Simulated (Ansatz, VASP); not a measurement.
This is a calculation of In3As for Ansatz 0.2.0.

The input input.yaml:

```yaml
crystal:
  lattice:
    - [4.671681, 0.0, 0.0]
    - [0.0, 4.671681, 0.0]
    - [0.0, 0.0, 4.671681]
  atoms:
    - { symbol: In, position: [0.5, 0.5, 0.0] }
    - { symbol: In, position: [0.5, 0.0, 0.5] }
    - { symbol: In, position: [0.0, 0.5, 0.5] }
    - { symbol: As, position: [0.0, 0.0, 0.0] }
kpoints:
  mp_grid: { grid: [6, 6, 6] }
scf:
  occupations: { method: gaussian, width: 0.02 }
hamiltonian:
  xc: pbe
  pseudopotentials: { kind: all_electron, lapw: { basis_error: 0.002 } }
output:
  forces: true
  stress: true
  eigenvalues: true
```

Potentials or basis: all-electron LAPW, scalar-relativistic.

The run is started by

```sh
$ ansatz run input.yaml --threads 2 --pin off --max-ram 6144MiB --backend cpu --events-out ev --progress --plain --runs-dir out
```

Question: Translate it to VASP 6.6.1. Potentials there: VASP PAW PBE potentials, release 64 (In_d, As).

Answer: As run (the cutoff follows the program's own potentials):

The input INCAR:

```
PREC = Accurate
ENCUT = 520
EDIFF = 1E-6
ISMEAR = 0
SIGMA = 0.02
LREAL = False
LASPH = True
NELM = 60
ALGO = Normal
ISIF = 2
LWAVE = False
LCHARG = False
GGA = PE
NBANDS = 30
```

The input KPOINTS:

```
Automatic mesh
0
Gamma
  6 6 6
```

POSCAR

```
In3As
1.0
    4.6716810000      0.0000000000      0.0000000000
    0.0000000000      4.6716810000      0.0000000000
    0.0000000000      0.0000000000      4.6716810000
In As
3 1
Direct
    0.5000000000      0.5000000000      0.0000000000
    0.5000000000      0.0000000000      0.5000000000
    0.0000000000      0.5000000000      0.5000000000
    0.0000000000      0.0000000000      0.0000000000
```

Potentials or basis: VASP PAW PBE potentials, release 64 (In_d, As).

Command:

```bash
$ cat potpaw_PBE.64/In_d/POTCAR potpaw_PBE.64/As/POTCAR > POTCAR
$ mpirun -np 1 vasp_std > vasp.out
```

Both were run:

|  | VASP | Ansatz | Ansatz less VASP |
| --- | --- | --- | --- |
| gap on the k mesh at the Fermi level (eV) | none | none | - |
| pressure (GPa) | 0.5 | 0.6 | +0.02 |

A gap of «none» marks a metal or a gap that the smearing closes. Ansatz ran all-electron here, so the differences hold the error of VASP's frozen core and of both bases.
